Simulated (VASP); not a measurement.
# Lattice of SiNi across functionals and dispersion corrections, part 3 of 8

Wanted: equilibrium cells of SiNi at many levels, with their cost. The start is a computed cell from the Materials Project.

VASP 6.6.1, plane waves and PAW; the level of theory is named at each step.

Still holding for the runs below: The k-mesh is coarse for a metal. A U on the itinerant d states of such a compound is hard to justify; it moves the bands at the Fermi level.

So far. Step 2 (Magnetic start: ferromagnetic): The moments fall under 0.1 μB, and the mesh shows no gap. Step 3 (Magnetic start: antiferromagnetic within the cell): The energy lies +0.0 meV an atom from the first pattern, and both runs end without moments, so a difference comes from cell, mesh or thresholds alone. The moments fall under 0.1 μB, and the mesh shows no gap.

## (4) Magnetic start: antiferromagnetic, q = (0, 0, 1/2)

Level of this step: LDA, DFT+U (Ni d 4 eV), spin-polarised from an antiferromagnetic start; plane waves and PAW (Si, Ni) (VASP).

System of this step: SiNi. Symmetry: Pmmn, No. 59, orthorhombic system. Conventional cell: a = 2.943 Å, b = 3.280 Å, c = 4.677 Å, α = 90.00°, β = 90.00°, γ = 90.00°. Si has 6 Ni at 2.34 to 2.37 Å nearest. Ni has 6 Si at 2.34 to 2.37 Å nearest. Farther neighbours are not listed.

Next, a pattern with opposite moments, which needs a doubled cell; q is given in the reciprocal vectors of the primitive cell.

Input file INCAR:

```
SYSTEM = SiNi
PREC = Accurate
ENCUT = 400
EDIFF = 1E-06
NELM = 100
ISMEAR = -1
SIGMA = 0.05
LREAL = .FALSE.
ALGO = Normal
GGA = CA
NBANDS = 40
ISPIN = 2
MAGMOM = 0 0 0 0 1 -1 1 -1
LDAU = .TRUE.
LDAUTYPE = 2
LDAUL = -1 2
LDAUU = 0 4
LDAUJ = 0 0
LDAUPRINT = 1
LASPH = .TRUE.
LMAXMIX = 4
LORBIT = 11
LWAVE = .FALSE.
LCHARG = .FALSE.
KPAR = 8
ISIF = 2
```

Input file POSCAR:

```
SiNi
1.0
    2.9427706600      0.0000000000      0.0000000000
    0.0000000000      3.2803255400      0.0000000000
    0.0000000000      0.0000000000      9.3548935200
Si Ni
4 4
Direct
    0.0000000000      0.0000000000      0.0784284200
    0.0000000000      0.0000000000      0.5784284200
    0.5000000000      0.5000000000      0.4215715800
    0.5000000000      0.5000000000      0.9215715800
    0.0000000000      0.0000000000      0.3287522050
    0.0000000000      0.0000000000      0.8287522050
    0.5000000000      0.5000000000      0.1712477950
    0.5000000000      0.5000000000      0.6712477950
```

Input file KPOINTS:

```
Automatic mesh
0
Gamma
8 7 3
0 0 0
```

PAW data sets: Si and Ni (PBE family, release 64).

Started as:

```
> mpirun -np 8 vasp_std
```

Log:

```text
[banner, memory and clock lines left out]
running    8 mpi-ranks, on    1 nodes
 distrk:  each k-point on    1 cores,    8 groups
 distr:  one band on    1 cores,    1 groups

 POSCAR found type information on POSCAR SiNi
 POSCAR found :  2 types and       8 ions
 [... a notice as in an earlier step ...]

 [... a notice as in an earlier step ...]

 LDA part: xc-table for (Slater(with rela. corr.)+CA(PZ))
 , standard interpolation
 POSCAR, INCAR and KPOINTS ok, starting setup
 FFT: planning ... GRIDC
 FFT: planning ... GRID_SOFT
 FFT: planning ... GRID
 WAVECAR not read
 entering main loop
       N       E                     dE             d eps       ncg     rms          rms(c)
DAV:   1     0.333659734233E+03    0.33366E+03   -0.20148E+04  6400   0.138E+03
DAV:   2    -0.194810219305E+02   -0.35314E+03   -0.33519E+03  6424   0.315E+02
DAV:   3    -0.477545171928E+02   -0.28273E+02   -0.27448E+02  7384   0.111E+02
DAV:   4    -0.484563958549E+02   -0.70188E+00   -0.69972E+00  7472   0.166E+01
DAV:   5    -0.484763032642E+02   -0.19907E-01   -0.19904E-01  7864   0.260E+00    0.257E+01
DAV:   6    -0.528871328159E+02   -0.44108E+01   -0.66470E+01  7240   0.122E+02    0.238E+01
DAV:   7    -0.449597578631E+02    0.79274E+01   -0.27394E+01  7608   0.832E+01    0.550E+00
DAV:   8    -0.451829057992E+02   -0.22315E+00   -0.21147E+00  7856   0.858E+00    0.358E+00
DAV:   9    -0.451345787934E+02    0.48327E-01   -0.30793E-01  7920   0.754E+00    0.901E-01
DAV:  10    -0.451447548853E+02   -0.10176E-01   -0.43481E-02  7824   0.211E+00    0.485E-01
DAV:  11    -0.451464201866E+02   -0.16653E-02   -0.55464E-03  8048   0.807E-01    0.259E-01
DAV:  12    -0.451465480419E+02   -0.12786E-03   -0.12065E-03  8376   0.526E-01    0.130E-01
DAV:  13    -0.451466253901E+02   -0.77348E-04   -0.20062E-04  7784   0.146E-01    0.330E-02
DAV:  14    -0.451466275869E+02   -0.21967E-05   -0.30498E-05  7504   0.585E-02    0.143E-02
DAV:  15    -0.451466282227E+02   -0.63581E-06   -0.26527E-06  5528   0.162E-02
   1 F= -.45146628E+02 E0= -.45140019E+02  d E =-.132193E-01  mag=     0.0000
```

Elapsed: 30 s, on 8 MPI ranks of Intel Xeon Platinum 8259CL at 2.50GHz (Skylake/Cascade Lake), shared host; peak memory 2.2 GiB.

OUTCAR, selected parts (step 4):

```text
  LATTYP: Found a simple orthorhombic cell.
 ALAT       =     2.9427706600
 B/A-ratio  =     1.1147064855
 C/A-ratio  =     3.1789407334

 Found     40 irreducible k-points:

   k-points           NKPTS =     40   k-points in BZ     NKDIM =     40   number of bands    NBANDS=     40

   dimension x,y,z NGX =    20 NGY =   24 NGZ =   64
   dimension x,y,z NGXF=    40 NGYF=   48 NGZF=  128

   ENCUT  =  400.0 eV  29.40 Ry    5.42 a.u.   4.80  5.35 15.26*2*pi/ulx,y,z

   NELECT =      56.0000    total number of electrons

atom =   5  type =  2  l = 2

 onsite density matrix

spin component  1

  0.8341 -0.0000 -0.0000 -0.0000 -0.0000
 -0.0000  0.8616 -0.0000  0.0000 -0.0000
 -0.0000 -0.0000  0.8723 -0.0000  0.0017
 -0.0000  0.0000 -0.0000  0.8769  0.0000
 -0.0000 -0.0000  0.0017  0.0000  0.9299

spin component  2

 occupancies and eigenvectors

  o =  0.8341  v =  1.0000  0.0000  0.0000  0.0000  0.0000  0.0000  0.0000  0.0000  0.0000  0.0000      0.0000  0.0000  0.0000  0.0000  0.0000  0.0000  0.0000  0.0000  0.0000  0.0000
  o =  0.8341  v =  0.0000  0.0000  0.0000  0.0000  0.0000  1.0000  0.0000  0.0000  0.0000  0.0000      0.0000  0.0000  0.0000  0.0000  0.0000  0.0000  0.0000  0.0000  0.0000  0.0000
  o =  0.8616  v =  0.0000  1.0000 -0.0000 -0.0000 -0.0000  0.0000  0.0000  0.0000  0.0000  0.0000      0.0000  0.0000  0.0000  0.0000  0.0000  0.0000  0.0000  0.0000  0.0000  0.0000
  o =  0.8616  v =  0.0000  0.0000  0.0000  0.0000  0.0000  0.0000  1.0000  0.0000  0.0000  0.0000      0.0000  0.0000  0.0000  0.0000  0.0000  0.0000  0.0000  0.0000  0.0000  0.0000
  o =  0.8722  v =  0.0000  0.0000  0.9996 -0.0000 -0.0288  0.0000  0.0000  0.0000  0.0000  0.0000      0.0000  0.0000  0.0000  0.0000  0.0000  0.0000  0.0000  0.0000  0.0000  0.0000
  o =  0.8722  v =  0.0000  0.0000  0.0000  0.0000  0.0000  0.0000 -0.0000  0.9996  0.0000 -0.0288      0.0000  0.0000  0.0000  0.0000  0.0000  0.0000  0.0000  0.0000  0.0000  0.0000
  o =  0.8769  v =  0.0000 -0.0000 -0.0000 -1.0000  0.0000  0.0000  0.0000  0.0000  0.0000  0.0000      0.0000  0.0000  0.0000  0.0000  0.0000  0.0000  0.0000  0.0000  0.0000  0.0000
  o =  0.8769  v =  0.0000  0.0000  0.0000  0.0000  0.0000  0.0000  0.0000  0.0000 -1.0000  0.0000      0.0000  0.0000  0.0000  0.0000  0.0000  0.0000  0.0000  0.0000  0.0000  0.0000
  o =  0.9299  v =  0.0000  0.0000  0.0288  0.0000  0.9996  0.0000  0.0000  0.0000  0.0000  0.0000      0.0000  0.0000  0.0000  0.0000  0.0000  0.0000  0.0000  0.0000  0.0000  0.0000
  o =  0.9299  v =  0.0000  0.0000  0.0000  0.0000  0.0000  0.0000 -0.0000  0.0288 -0.0000  0.9996      0.0000  0.0000  0.0000  0.0000  0.0000  0.0000  0.0000  0.0000  0.0000  0.0000

atom =   6  type =  2  l = 2

 onsite density matrix

spin component  1

  0.8341 -0.0000 -0.0000 -0.0000  0.0000
 -0.0000  0.8616 -0.0000 -0.0000 -0.0000
 -0.0000 -0.0000  0.8723 -0.0000  0.0017
 -0.0000 -0.0000 -0.0000  0.8769  0.0000
  0.0000 -0.0000  0.0017  0.0000  0.9299

spin component  2

 occupancies and eigenvectors

  o =  0.8341  v =  0.0000  0.0000  0.0000  0.0000  0.0000  1.0000  0.0000  0.0000  0.0000  0.0000      0.0000  0.0000  0.0000  0.0000  0.0000  0.0000  0.0000  0.0000  0.0000  0.0000
  o =  0.8341  v =  1.0000  0.0000  0.0000  0.0000  0.0000  0.0000  0.0000  0.0000  0.0000  0.0000      0.0000  0.0000  0.0000  0.0000  0.0000  0.0000  0.0000  0.0000  0.0000  0.0000
  o =  0.8616  v =  0.0000  0.0000  0.0000  0.0000  0.0000  0.0000 -1.0000  0.0000  0.0000  0.0000      0.0000  0.0000  0.0000  0.0000  0.0000  0.0000  0.0000  0.0000  0.0000  0.0000
  o =  0.8616  v =  0.0000 -1.0000 -0.0000  0.0000  0.0000  0.0000  0.0000  0.0000  0.0000  0.0000      0.0000  0.0000  0.0000  0.0000  0.0000  0.0000  0.0000  0.0000  0.0000  0.0000
  o =  0.8722  v =  0.0000  0.0000  0.0000  0.0000  0.0000  0.0000 -0.0000 -0.9996  0.0000  0.0288      0.0000  0.0000  0.0000  0.0000  0.0000  0.0000  0.0000  0.0000  0.0000  0.0000
  o =  0.8722  v =  0.0000  0.0000 -0.9996 -0.0000  0.0288  0.0000  0.0000  0.0000  0.0000  0.0000      0.0000  0.0000  0.0000  0.0000  0.0000  0.0000  0.0000  0.0000  0.0000  0.0000
  o =  0.8769  v =  0.0000  0.0000  0.0000  0.0000  0.0000  0.0000 -0.0000 -0.0000 -1.0000 -0.0000      0.0000  0.0000  0.0000  0.0000  0.0000  0.0000  0.0000  0.0000  0.0000  0.0000
  o =  0.8769  v =  0.0000 -0.0000  0.0000 -1.0000 -0.0000  0.0000  0.0000  0.0000  0.0000  0.0000      0.0000  0.0000  0.0000  0.0000  0.0000  0.0000  0.0000  0.0000  0.0000  0.0000
  o =  0.9299  v =  0.0000  0.0000  0.0000  0.0000  0.0000  0.0000 -0.0000 -0.0288  0.0000 -0.9996      0.0000  0.0000  0.0000  0.0000  0.0000  0.0000  0.0000  0.0000  0.0000  0.0000
  o =  0.9299  v =  0.0000 -0.0000 -0.0288  0.0000 -0.9996  0.0000  0.0000  0.0000  0.0000  0.0000      0.0000  0.0000  0.0000  0.0000  0.0000  0.0000  0.0000  0.0000  0.0000  0.0000

atom =   7  type =  2  l = 2

 onsite density matrix

spin component  1

  0.8341  0.0000  0.0000 -0.0000 -0.0000
  0.0000  0.8616 -0.0000  0.0000  0.0000
  0.0000 -0.0000  0.8723 -0.0000  0.0017
 -0.0000  0.0000 -0.0000  0.8769  0.0000
 -0.0000  0.0000  0.0017  0.0000  0.9299

spin component  2

 occupancies and eigenvectors

  o =  0.8341  v =  1.0000  0.0000  0.0000  0.0000  0.0000  0.0000  0.0000  0.0000  0.0000  0.0000      0.0000  0.0000  0.0000  0.0000  0.0000  0.0000  0.0000  0.0000  0.0000  0.0000
[...]
o =  0.8616  v =  0.0000  0.0000  0.0000  0.0000  0.0000  0.0000  1.0000  0.0000 -0.0000  0.0000      0.0000  0.0000  0.0000  0.0000  0.0000  0.0000  0.0000  0.0000  0.0000  0.0000
  o =  0.8616  v =  0.0000  1.0000 -0.0000  0.0000 -0.0000  0.0000  0.0000  0.0000  0.0000  0.0000      0.0000  0.0000  0.0000  0.0000  0.0000  0.0000  0.0000  0.0000  0.0000  0.0000
  o =  0.8722  v =  0.0000  0.0000  0.0000  0.0000  0.0000  0.0000 -0.0000  0.9996  0.0000 -0.0288      0.0000  0.0000  0.0000  0.0000  0.0000  0.0000  0.0000  0.0000  0.0000  0.0000
  o =  0.8722  v =  0.0000  0.0000  0.9996 -0.0000 -0.0288  0.0000  0.0000  0.0000  0.0000  0.0000      0.0000  0.0000  0.0000  0.0000  0.0000  0.0000  0.0000  0.0000  0.0000  0.0000
  o =  0.8769  v =  0.0000  0.0000  0.0000  0.0000  0.0000  0.0000  0.0000 -0.0000  1.0000  0.0000      0.0000  0.0000  0.0000  0.0000  0.0000  0.0000  0.0000  0.0000  0.0000  0.0000
  o =  0.8769  v =  0.0000 -0.0000  0.0000  1.0000 -0.0000  0.0000  0.0000  0.0000  0.0000  0.0000      0.0000  0.0000  0.0000  0.0000  0.0000  0.0000  0.0000  0.0000  0.0000  0.0000
  o =  0.9299  v =  0.0000  0.0000  0.0000  0.0000  0.0000  0.0000  0.0000 -0.0288 -0.0000 -0.9996      0.0000  0.0000  0.0000  0.0000  0.0000  0.0000  0.0000  0.0000  0.0000  0.0000
  o =  0.9299  v =  0.0000 -0.0000 -0.0288  0.0000 -0.9996  0.0000  0.0000  0.0000  0.0000  0.0000      0.0000  0.0000  0.0000  0.0000  0.0000  0.0000  0.0000  0.0000  0.0000  0.0000

 E-fermi :  11.0910

 spin component 1
 k-point     1 :       0.0000    0.0000    0.0000
  band No.  band energies     occupation
    ...
     22       8.3693      1.00000
     23       8.7502      1.00000
     24       8.7882      1.00000
     25       8.7979      1.00000
     26       9.9473      1.00000
     27      12.1865      0.00000
     28      12.5658      0.00000
     29      13.1072      0.00000
     30      13.4270      0.00000
     31      13.7206      0.00000
    ...

 k-point     2 :       0.1250    0.0000    0.0000
  band No.  band energies     occupation
    ...
     23       8.4090      1.00000
     24       8.5889      1.00000
     25       8.7685      1.00000
     26      10.5988      0.99995
     27      11.0580      0.65930
     28      11.8918      0.00000
     29      12.2998      0.00000
     30      13.6471      0.00000
     31      13.6781      0.00000
     32      13.8509      0.00000
    ...

 k-point     3 :       0.2500    0.0000    0.0000
  band No.  band energies     occupation
    ...
     23       8.4398      1.00000
     24       8.4747      1.00000
     25       8.8324      1.00000
     26       9.7575      1.00000
     27      10.0442      1.00000
     28      11.5929      0.00004
     29      11.7353      0.00000
     30      12.6996      0.00000
     31      14.2845      0.00000
     32      14.5745      0.00000
    ...

 k-point     4 :       0.3750    0.0000    0.0000
  band No.  band energies     occupation
    ...
     24       8.5115      1.00000
     25       8.9450      1.00000
     26       9.2108      1.00000
     27       9.3321      1.00000
     28       9.9122      1.00000
     29      13.0809      0.00000
     30      13.3740      0.00000
     31      13.5234      0.00000
     32      13.7286      0.00000
     33      15.2798      0.00000
    ...

  Total       -5.7737360     -5.4647416     -7.1390741      0.0000000      0.0000000      0.0000000
  in kB     -102.4366319    -96.9545074   -126.6602270      0.0000000      0.0000000      0.0000000
  external PRESSURE =    -108.6837888 kB  Pullay stress =       0.0000000 kB

  energy-cutoff  :      400.00
  volume of cell :       90.31
      direct lattice vectors                 reciprocal lattice vectors
     2.942770660  0.000000000  0.000000000     0.339815812  0.000000000  0.000000000
     0.000000000  3.280325540  0.000000000     0.000000000  0.304847793  0.000000000
     0.000000000  0.000000000  9.354893520     0.000000000  0.000000000  0.106895925

 POSITION                                       TOTAL-FORCE (eV/Angst)
 -----------------------------------------------------------------------------------
      0.00000      0.00000      0.73369         0.000000      0.000000      0.484794
      0.00000      0.00000      5.41114         0.000000      0.000000      0.484794
      1.47139      1.64016      3.94376         0.000000     -0.000000     -0.484794
      1.47139      1.64016      8.62120        -0.000000     -0.000000     -0.484794
      0.00000      0.00000      3.07544         0.000000      0.000000      0.018384
      0.00000      0.00000      7.75289         0.000000      0.000000      0.018384
      1.47139      1.64016      1.60200        -0.000000      0.000000     -0.018384
      1.47139      1.64016      6.27945        -0.000000      0.000000     -0.018384
 -----------------------------------------------------------------------------------
    total drift:                               -0.000000      0.000000      0.000000

  FREE ENERGIE OF THE ION-ELECTRON SYSTEM (eV)
  ---------------------------------------------------
  free  energy   TOTEN  =       -45.1466282227 eV

  energy  without entropy=      -45.1334088764  energy(sigma->0) =      -45.14001855

 total charge
# of ion       s       p       d       tot
------------------------------------------
    1        0.751   0.849   0.000   1.600
    2        0.751   0.849   0.000   1.600
    3        0.751   0.849   0.000   1.600
    4        0.751   0.849   0.000   1.600
    5        0.472   0.593   8.712   9.777
    6        0.472   0.593   8.712   9.777
    7        0.472   0.593   8.712   9.777
    8        0.472   0.593   8.712   9.777
--------------------------------------------------
tot          4.892   5.769  34.848  45.510

 magnetization (x)
# of ion       s       p       d       tot
------------------------------------------
    1       -0.000  -0.000   0.000  -0.000
    2        0.000   0.000   0.000   0.000
    3       -0.000  -0.000   0.000  -0.000
    4        0.000   0.000   0.000   0.000
    5       -0.000  -0.000   0.000   0.000
    6        0.000   0.000  -0.000  -0.000
    7       -0.000  -0.000   0.000   0.000
    8        0.000   0.000  -0.000  -0.000
--------------------------------------------------
tot          0.000   0.000   0.000   0.000

[... 2 parts as in an earlier step ...]

[... 6 further parts left out ...]
```

At this level the cell is under a tension of 10.9 GPa, so at these settings it is away from equilibrium.

This step gave:

```yaml
scf_cycles: 15
electrons: 56
bands: 40
irreducible_k_points: 40
free_energy_toten: -45.15 eV
energy_at_zero_smearing: -45.14 eV
fermi_energy: 11.09 eV
pressure: -10.87 GPa
```

The spin moment in the PAW sphere vanishes on all atoms.

Force by atom:

```tsv
atom	x (eV/Å)	y (eV/Å)	z (eV/Å)	size
Si1	0.000	0.000	0.485	0.485
Si2	0.000	0.000	0.485	0.485
Si3	0.000	0.000	-0.485	0.485
Si4	0.000	0.000	-0.485	0.485
Ni5	0.000	0.000	0.018	0.018
Ni6	0.000	0.000	0.018	0.018
Ni7	0.000	0.000	-0.018	0.018
Ni8	0.000	0.000	-0.018	0.018
```

The energy lies +1.9 meV an atom from the first pattern, and both runs end without moments, so a difference comes from cell, mesh or thresholds alone. The moments fall under 0.1 μB, and the mesh shows no gap.

(Continued in part 4 of 8.)

[Lines on the potential files, build, host, timing and source positions are cut from VASP's logs without a mark.]

[Logs are printed without paths, hosts, clocks, repeated set-up lines and the standing remarks that a program may print on its own settings, such as how far it seeks lower states.]

[Hosts, paths, dates, database ids (printed as entryN), source tags and the programs' standing remarks are cut or masked in the printed files.]

[A measured line is paired with the nearest computed mode of its activity, which favours agreement.]

[In band tables of VASP the shares of atoms and orbitals are scaled to a sum of 1 inside the atoms' spheres.]
